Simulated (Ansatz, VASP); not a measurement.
HfO2 in VASP and in Ansatz

```xyz
3
Lattice="0.0000 2.5575 2.5575 2.5575 0.0000 2.5575 2.5575 2.5575 0.0000" Properties=species:S:1:pos:R:3 pbc="T T T"
Hf   -0.6000    0.0000    0.0000
O     1.2788    1.2788    1.2788
O     3.8363    3.8363    3.8363
```

Alike in both runs: task single point; functional r2SCAN; k mesh 8 × 8 × 8; occupations gaussian, width 0.05 eV; no spin polarisation.

```csv
,VASP,Ansatz
version,VASP 6.6.1,Ansatz 0.2.0
potentials or method,"VASP PAW PBE potentials, release 64 (Hf_pv, O)","scalar-relativistic, plane waves, PAW"
plane-wave cutoff (eV),520,500
valence electrons in the cell,22,38
```

|  | VASP | Ansatz | Ansatz less VASP |
| --- | --- | --- | --- |
| gap on the k mesh at the Fermi level (eV) | 3.26 | 3.32 | +0.064 |
| least direct gap on the mesh (eV) | 3.30 | 3.36 | +0.065 |
| pressure (GPa) | 24.6 | 27.5 | +2.92 |
| largest component of the traceless stress (GPa) | 10.48 | 11.18 | +0.701 |
| rms of the force components (eV/Å) | 2.370 | 2.435 | +0.0650 |

Atom by atom the forces differ by 0.065 eV/Å (rms over components). The two sets of potentials don't hold the same shells in valence.

Caveats: so large a pressure means that the cell lies far from this level's equilibrium, or that cutoff or potentials fall short (VASP); the potentials were made for another functional, which shifts forces and pressure (VASP); spin-orbit coupling is left out, which moves the levels of the heavy elements. A k mesh can miss the band edges.
